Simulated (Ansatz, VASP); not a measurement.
**One calculation of Au, two programs**

```
Au
1.0
     0.00000    2.04550    2.04550
     2.04550    0.00000    2.04550
     2.04550    2.04550    0.00000
Au
1
Direct
  0.00000 0.00000 0.00000
```

Alike in both runs: task relaxation of cell and atoms; functional PBE; dispersion D3(BJ); k mesh 18 × 18 × 18; occupations gaussian, width 0.1 eV; no spin polarisation.

|  | VASP | Ansatz |
| --- | --- | --- |
| version | VASP 6.6.1 | Ansatz 0.2.0 |
| potentials or method | VASP PAW PBE potentials, release 64 (Au) | scalar-relativistic, plane waves, PAW |
| plane-wave cutoff (eV) | 600 | 420 |
| valence electrons in the cell | 11 | 19 |

```csv
,VASP,Ansatz,Ansatz less VASP
"gap on the k mesh at the Fermi level, each at its own relaxed structure (eV)",none,none,-
relaxed volume (Å³/atom),17.25,17.27,+0.023
relaxed cell length with the largest relative difference (Å),2.900,2.901,+0.0013
```

A gap of «none» marks a metal or a gap that the smearing closes. The two sets of potentials don't hold the same shells in valence.

Caveats: pairwise dispersion overbinds metals, which lowers pressure and volume. Zero-point motion and thermal expansion aren't in these numbers. The runs have no spin-orbit coupling, so splittings on Au are missing.
